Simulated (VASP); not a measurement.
Set up this calculation in VASP 6.6.1, as the native input.

```yaml
Task: band structure
Functional: PBE
Potentials_or_basis: VASP PAW PBE potentials, release 64 (Cd, Te)
Cutoff: 520 eV
k_mesh: 2 × 2 × 2
Occupations: gaussian, width 0.02 eV
Spin: no spin polarisation
Further_INCAR_settings: ALGO = Normal; EDIFF = 1e-07; NBANDS = 16
```

CdTe:

```xyz
2
Lattice="0.0000 3.4123 3.4123 3.4123 0.0000 3.4123 3.4123 3.4123 0.0000" Properties=species:S:1:pos:R:3 pbc="T T T"
Cd    0.0000    0.0000    0.0000
Te    1.7061    1.7061    1.7061
```

These files were run (other wordings do the same):

POSCAR

```
CdTe                                    
1.0
    0.0000000000      3.4122712665      3.4122712665
    3.4122712665      0.0000000000      3.4122712665
    3.4122712665      3.4122712665      0.0000000000
  Cd              Te            
     1     1
Direct
     0.0000000000000000    0.0000000000000000    0.0000000000000000
     0.2500000000000000    0.2500000000000000    0.2500000000000000
```

INCAR.step1

```
PREC     = Accurate       # precision mode
ENCUT    = 520            # plane-wave cutoff, eV
EDIFF    = 1E-7           # SCF threshold, eV
ISMEAR   = 0              # smearing method
SIGMA    = 0.02           # smearing width, eV
LREAL    = F              # projectors in reciprocal space
LASPH    = T              # aspherical terms in the spheres
NELM     = 100            # most SCF steps
ALGO     = Normal         # electronic algorithm
ISIF     = 2              # what is computed and relaxed
LWAVE    = F              # write WAVECAR
LCHARG   = T              # write CHGCAR
GGA      = PE             # functional
NBANDS   = 16             # bands
```

KPOINTS.step1

```
Automatic mesh
0
Gamma
  2 2 2
```

INCAR.step2

```
PREC     = Accurate       # precision mode
ENCUT    = 520            # plane-wave cutoff, eV
EDIFF    = 1E-7           # SCF threshold, eV
ISMEAR   = 0              # smearing method
SIGMA    = 0.05           # smearing width, eV
LREAL    = F              # projectors in reciprocal space
LASPH    = T              # aspherical terms in the spheres
NELM     = 100            # most SCF steps
ALGO     = Normal         # electronic algorithm
ISIF     = 2              # what is computed and relaxed
LWAVE    = F              # write WAVECAR
LCHARG   = F              # write CHGCAR
GGA      = PE             # functional
NBANDS   = 16             # bands
ICHARG   = 11             # starting density
```

KPOINTS.step2

```
path GXWKGLUWLK,UX
15
line-mode
reciprocal
 0.0000000000  0.0000000000  0.0000000000  G
 0.5000000000  0.0000000000  0.5000000000  X

 0.5000000000  0.0000000000  0.5000000000  X
 0.5000000000  0.2500000000  0.7500000000  W

 0.5000000000  0.2500000000  0.7500000000  W
 0.3750000000  0.3750000000  0.7500000000  K

 0.3750000000  0.3750000000  0.7500000000  K
 0.0000000000  0.0000000000  0.0000000000  G

 0.0000000000  0.0000000000  0.0000000000  G
 0.5000000000  0.5000000000  0.5000000000  L

 0.5000000000  0.5000000000  0.5000000000  L
 0.6250000000  0.2500000000  0.6250000000  U

 0.6250000000  0.2500000000  0.6250000000  U
 0.5000000000  0.2500000000  0.7500000000  W

 0.5000000000  0.2500000000  0.7500000000  W
 0.5000000000  0.5000000000  0.5000000000  L

 0.5000000000  0.5000000000  0.5000000000  L
 0.3750000000  0.3750000000  0.7500000000  K

 0.6250000000  0.2500000000  0.6250000000  U
 0.5000000000  0.0000000000  0.5000000000  X
```

Potentials or basis: VASP PAW PBE potentials, release 64 (Cd, Te).

The run is started by

```sh
$ cat potpaw_PBE.64/Cd/POTCAR potpaw_PBE.64/Te/POTCAR > POTCAR
$ cp INCAR.step1 INCAR
$ cp KPOINTS.step1 KPOINTS
$ mpirun -np 1 vasp_std > vasp.out
$ cp INCAR.step2 INCAR
$ cp KPOINTS.step2 KPOINTS
$ mpirun -np 1 vasp_std > vasp.out
```

Results of the run:

```yaml
Band_gap_on_the_k_mesh: 0.15 eV, direct
Band_gap_along_the_path: 0.15 eV, direct
```

Caveat: the k mesh is coarse (spacing up to 0.80 Å⁻¹), so the values aren't converged; the log is that of the step along the path at fixed density, whose energy, stress, charges and moments have no meaning; spin-orbit coupling is left out, which moves the levels of the heavy elements.

It took 58 s on 1 thread of AMD EPYC 9R45 96-Core Processor (Zen 5) (shared host), peak memory 0.31 GiB.
